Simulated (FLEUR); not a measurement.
CuO: equation of state with LDA

Crystal: CuO.

```
Cu O
1.0
     2.87950    0.00000    0.00000
     0.03907    2.87928    0.00000
     0.01750    0.01724    5.17634
Cu O
2 2
Direct
  0.00000 0.50000 0.00000
  0.50000 0.00000 0.50000
  0.99842 0.00167 0.74989
  0.00158 0.99833 0.25011
```

The cell comes from a database or a generator and needn't be the stable form of this composition.

```json
{"Program": "FLEUR MaX-R8.1 (later development tree)", "Task": "equation of state", "Functional": "LDA", "Potentials or basis": "all-electron", "Basis": "FLAPW", "Kmax": "5.27 1/bohr", "k mesh": "9 × 9 × 5", "Occupations": "fermi-dirac, width 0.05 eV", "Spin": "no spin polarisation", "Gmax": "16.3 1/bohr", "Muffin-tin radii": "Cu 1.86, O 1.42 bohr", "lmax": "Cu 8, O 8", "lnonsphr": "Cu 8, O 8", "Local orbitals a species": "Cu 5, O 3"}
```

The equilibrium volume is 10.22 Å³/atom and the bulk modulus at fixed shape and positions is 196 GPa. The pressure derivative of the bulk modulus is 4.7 (rough: it moves with the points fitted).

Energy against volume, from the lowest point:
```
volume (Å³/atom)  energy (meV/atom)
          10.085               0.80
          10.300               0.00
          10.729              13.69
          11.158              43.99
          11.373              64.29
```

Caveat: the cell was scaled at fixed shape and fractional positions, which overstates the stiffness of a crystal with free parameters, most of all of layers and chains; the run has no spin polarisation, though such a crystal can be magnetic.
